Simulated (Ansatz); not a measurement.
Predict the output of the script below (Ansatz 0.2.0, Python API).

Script `run_lattice.py`:
```python
"""How the lattice of ZrS2 depends on the functional."""

import warnings

import ansatz as az
import numpy as np

def edges_and_angles(cell):
    cell = np.asarray(cell)
    a, b, c = np.linalg.norm(cell, axis=1)
    cosines = cell[1] @ cell[2] / (b * c), cell[0] @ cell[2] / (a * c), cell[0] @ cell[1] / (a * b)
    return (a, b, c, *np.degrees(np.arccos(cosines)))

warnings.simplefilter("ignore", az.DeckWarning)

lattice = az.Lattice.of(
    [3.691383, 0.0, 0.0],
    [-1.845691, 3.196831, 0.0],
    [0.0, 0.0, 6.041077],
)
sites = [
    ("Zr", [0.0, 0.0, 0.0]),
    ("S", [2 / 3, 1 / 3, 0.76209]),
    ("S", [1 / 3, 2 / 3, 0.23791]),
]
structure = az.Crystal(lattice=lattice)
for symbol, position in sites:
    structure = structure.atom(symbol, position)

setup = (
    structure.calculation()
    .occupations("fermi_dirac", width=10 * az.meV)  # the run then minimises F = E - TS
    .kpoints(12, 12, 4)  # sampling of the Brillouin zone
    .relax(cell=True, force_tolerance=0.005, max_steps=60)
)

levels = [("rpbe", "none"), ("revpbe", "d3bj"), ("r2scan", "none"), ("pbe", "d4")]
print("level            a       b       c    alpha   beta  gamma  V/atom  steps")
for name, dispersion in levels:
    seen = []
    run = setup.functional(name, dispersion=dispersion).session().plan()
    result = run.execute(on_event=lambda e: seen.append(e) if e["event"] == "relax_step" else None)
    cell = result.lattice.cell_ang
    label = name if dispersion == "none" else f"{name}+{dispersion}"
    print("{:13s} {:7.4f} {:7.4f} {:7.4f} {:6.2f} {:6.2f} {:6.2f}".format(label, *edges_and_angles(cell)), f"{abs(np.linalg.det(cell)) / len(result.lattice.sites):7.3f} {len(seen):5d}")
```

```console
$ python run_lattice.py
level            a       b       c    alpha   beta  gamma  V/atom  steps
rpbe           3.7198  3.7198  7.6496  90.00  90.00 120.00  30.555    13
revpbe+d3bj    3.6112  3.6112  5.5730  90.00  90.00 120.00  20.980     7
r2scan         3.6910  3.6910  6.0964  90.00  90.00 120.00  23.976     5
pbe+d4         3.6479  3.6479  5.8233  90.00  90.00 120.00  22.370     7
```

From smallest to largest: revPBE+D3BJ (20.98 Å³ an atom, -11.7 % against the start), PBE+D4 (22.37 Å³ an atom, -5.9 % against the start), r2SCAN (23.98 Å³ an atom, +0.9 % against the start) and RPBE (30.56 Å³ an atom, +28.6 % against the start). The spread is 45.6 % in volume.

What to keep in mind:
- The run is spin-unpolarised.
- This cell is a computed structure, which may not be the phase found in nature.
- It ran for 2.9 min on 1 thread of Arm Neoverse V1, on a shared host, peak memory 0.65 GiB.
